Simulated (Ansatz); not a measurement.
# A series in volume per atom on Sb

Equation of state of a cubic crystal from periodic Kohn-Sham density functional theory without spin; pressure corrected for the finite basis. The results are calculated, by Ansatz 0.2.0 development build.

Cell of the first row (space group Fd-3m, No. 227):
```
cell vectors (Å)
   0.0000     3.4260     3.4260
   3.4260     0.0000     3.4260
   3.4260     3.4260     0.0000
atoms (fractions of the cell vectors)
Sb  0.00000  0.00000  0.00000
Sb  0.25000  0.25000  0.25000
```

Settings of every row: formula Sb; structure type diamond; functional PBE; spin treatment none; k mesh 14x14x14; occupation method fermi-dirac; occupation width 0.061225619 eV; wave cutoff 700 eV; datasets soft-1 PAW; density cutoff ratio 4.

Limits: a cubic model structure, not a phase known at ambient conditions; the SCF threshold is loose for a stress in some rows.

```csv
row,volume per atom (Å³),pressure (GPa),energy above lowest point (meV/atom)
1,40.211,2.097,15.32
2,41.067,1.299,6.29
3,41.922,?,?
4,42.778,-0.076,0
5,43.633,-0.665,2
6,44.489,-1.196,7
7,45.344,-1.676,14.69
```

Question: what pressure and energy above lowest point should row 3 give?

Worked fit of pressure. Take u = (V_r/V)^(2/3) − 1 with V_r = 43.206 Å³ an atom, which is twice the finite (Eulerian) strain; such expansions in the strain, on which the Birch-Murnaghan equation of state is built, carry the rest volume and the bulk modulus. The shown rows have u = 0.04906, 0.03443, 0.00666, -0.00653, -0.01932, -0.03169. Least squares give pressure = −0.3783 + 44.664 × u + 117.92 × u² GPa; a straight line predicts inner rows, each left out in turn, worse (root mean square 0.074 against 0.00095 GPa). The rows lie off it by 0.000, 0.000, 0.000, 0.000, 0.001, -0.001. The pressure vanishes at u = 0.0083, or V = 42.67 Å³ an atom, and there the bulk modulus at fixed shape and fractions is B = −V dP/dV = (2/3)(1 + u) dP/du = 31.3 GPa. The withheld row has u = 0.02032, so the fit gives −0.3783 + 44.664 × (0.02032) + 117.92 × (0.02032)² = 0.578 GPa.

The calculation gave 0.577 GPa. The fit lies 0.001 GPa (0.027 % of the column's range) above it, one unit of the last digit.

Worked fit of energy above lowest point. Take u = (V_r/V)^(2/3) − 1 with V_r = 43.206 Å³ an atom, which is twice the finite (Eulerian) strain; such expansions in the strain, on which the Birch-Murnaghan equation of state is built, carry the rest volume and the bulk modulus. The shown rows have u = 0.04906, 0.03443, 0.00666, -0.00653, -0.01932, -0.03169. Least squares give energy above lowest point = 0.61 − 152.35 × u + 9216.5 × u² meV/atom; a straight line predicts inner rows, each left out in turn, worse (root mean square 5.8 against 0.0061 meV/atom). The rows lie off it by 0.00, 0.00, 0.00, 0.00, 0.01, 0.00. Its lowest point lies at u = 0.0083, or V = 42.68 Å³ an atom, and the curvature there gives the bulk modulus at fixed shape and fractions, B = (4/9)(1 + u)² E″(u)/V = 31.3 GPa. The withheld row has u = 0.02032, so the fit gives 0.61 − 152.35 × (0.02032) + 9216.5 × (0.02032)² = 1.32 meV/atom.

The calculation gave 1.31 meV/atom. The fit lies 0.01 meV/atom (0.065 % of the column's range) above it, one unit of the last digit.
